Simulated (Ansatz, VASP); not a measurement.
One calculation of HfO2, two programs

File INCAR:

```
SYSTEM = HfO2
PREC = Accurate
ENCUT = 520
EDIFF = 1E-7
ISMEAR = -1
SIGMA = 0.05
LREAL = .False.
LASPH = .True.
NELM = 60
ALGO = Fast
ISIF = 2
LWAVE = .False.
LCHARG = .False.
LMAXMIX = 4
GGA = B5
ALDAX = 1.0
AGGAX = 1.0
AGGAC = 1.0
ALDAC = 0.0
```

Contents of KPOINTS:

```
regular mesh
0
Gamma
  5 8 4
  0 0 0
```

Contents of POSCAR:

```
HfO2
1.0
    5.5563950000      0.0000000000      0.0000000000
    0.0000000000      3.3335970000      0.0000000000
    0.0000000000      0.0000000000      6.5049950000
Hf O
4 8
Direct
    0.7486820000      0.7500000000      0.6078710000
    0.2513180000      0.2500000000      0.3921290000
    0.2486820000      0.7500000000      0.8921290000
    0.7513180000      0.2500000000      0.1078710000
    0.6394990000      0.2500000000      0.4234000000
    0.3605010000      0.7500000000      0.5766000000
    0.1394990000      0.2500000000      0.0766000000
    0.8605010000      0.7500000000      0.9234000000
    0.5207940000      0.2500000000      0.8414530000
    0.4792060000      0.7500000000      0.1585470000
    0.0207940000      0.2500000000      0.6585470000
    0.9792060000      0.7500000000      0.3414530000
```

The input KPOINTS_OPT:

```
path GXSYGZURTZ,YT,UX,SR
15
line-mode
reciprocal
 0.0000000000  0.0000000000  0.0000000000  G
 0.0000000000 -0.5000000000  0.0000000000  X

 0.0000000000 -0.5000000000  0.0000000000  X
-0.5000000000 -0.5000000000  0.0000000000  S

-0.5000000000 -0.5000000000  0.0000000000  S
-0.5000000000  0.0000000000  0.0000000000  Y

-0.5000000000  0.0000000000  0.0000000000  Y
 0.0000000000  0.0000000000  0.0000000000  G

 0.0000000000  0.0000000000  0.0000000000  G
 0.0000000000  0.0000000000 -0.5000000000  Z

 0.0000000000  0.0000000000 -0.5000000000  Z
 0.0000000000 -0.5000000000 -0.5000000000  U

 0.0000000000 -0.5000000000 -0.5000000000  U
-0.5000000000 -0.5000000000 -0.5000000000  R

-0.5000000000 -0.5000000000 -0.5000000000  R
-0.5000000000  0.0000000000 -0.5000000000  T

-0.5000000000  0.0000000000 -0.5000000000  T
 0.0000000000  0.0000000000 -0.5000000000  Z

-0.5000000000  0.0000000000  0.0000000000  Y
-0.5000000000  0.0000000000 -0.5000000000  T

 0.0000000000 -0.5000000000 -0.5000000000  U
 0.0000000000 -0.5000000000  0.0000000000  X

-0.5000000000 -0.5000000000  0.0000000000  S
-0.5000000000 -0.5000000000 -0.5000000000  R
```

input.yaml

```yaml
crystal:
  lattice:
    - [5.556395, 0.0, 0.0]
    - [0.0, 3.333597, 0.0]
    - [0.0, 0.0, 6.504995]
  atoms:
    - { symbol: Hf, position: [0.748682, 0.75, 0.607871] }
    - { symbol: Hf, position: [0.251318, 0.25, 0.392129] }
    - { symbol: Hf, position: [0.248682, 0.75, 0.892129] }
    - { symbol: Hf, position: [0.751318, 0.25, 0.107871] }
    - { symbol: O, position: [0.639499, 0.25, 0.4234] }
    - { symbol: O, position: [0.360501, 0.75, 0.5766] }
    - { symbol: O, position: [0.139499, 0.25, 0.0766] }
    - { symbol: O, position: [0.860501, 0.75, 0.9234] }
    - { symbol: O, position: [0.520794, 0.25, 0.841453] }
    - { symbol: O, position: [0.479206, 0.75, 0.158547] }
    - { symbol: O, position: [0.020794, 0.25, 0.658547] }
    - { symbol: O, position: [0.979206, 0.75, 0.341453] }
hamiltonian:
  xc: blyp
  pseudopotentials: { kind: paw }
kpoints:
  mp_grid: { grid: [5, 8, 4] }
  band_path:
    path:
      - [[0.0, 0.0, 0.0], [0.0, -0.5, 0.0], [-0.5, -0.5, 0.0], [-0.5, 0.0, 0.0], [0.0, 0.0, 0.0], [0.0, 0.0, -0.5], [0.0, -0.5, -0.5], [-0.5, -0.5, -0.5], [-0.5, 0.0, -0.5], [0.0, 0.0, -0.5]]
      - [[-0.5, 0.0, 0.0], [-0.5, 0.0, -0.5]]
      - [[0.0, -0.5, -0.5], [0.0, -0.5, 0.0]]
      - [[-0.5, -0.5, 0.0], [-0.5, -0.5, -0.5]]
    npoints: 10
scf:
  occupations: { method: fermi_dirac, width: 0.05 }
  n_extra_bands: 30
output:
  forces: true
  stress: true
  eigenvalues: true
  fatbands: false
```

Measurements of this composition are mostly on another form, of space group No. 14.

Alike in both runs: task band structure; functional BLYP; k mesh 5 × 8 × 4; occupations fermi-dirac, width 0.05 eV; no spin polarisation.

|  | VASP | Ansatz |
| --- | --- | --- |
| version | VASP 6.6.1 | Ansatz 0.2.0 |
| potentials or method | VASP PAW PBE potentials, release 64 (Hf_pv, O) | Ansatz PAW |
| plane-wave cutoff (eV) | 520 | 420 |
| valence electrons in the cell | 88 | 152 |

```tsv
	VASP	Ansatz	Ansatz less VASP
gap on the k mesh at the Fermi level (eV)	3.52	3.57	+0.052
least direct gap on the mesh (eV)	3.52	3.57	+0.052
gap along the band path (eV)	3.52	3.57	+0.052
pressure (GPa)	8.1	11.1	+2.95
largest component of the traceless stress (GPa)	0.11	0.11	-0.007
rms of the force components (eV/Å)	0.020	0.045	+0.0249
```

Atom by atom the forces differ by 0.025 eV/Å (rms over components). The two sets of potentials don't hold the same shells in valence.

Caveats: spin-orbit coupling is left out, which moves the levels of the heavy elements; the PAW data sets were made with another functional, which shifts forces and pressure a little (VASP); the pressure holds a Pulay correction of +1.1 GPa for the finite cutoff (Ansatz); the PAW data sets come from PBE, with cores solved anew for the run's functional, which leaves a small shift of forces and pressure (Ansatz).
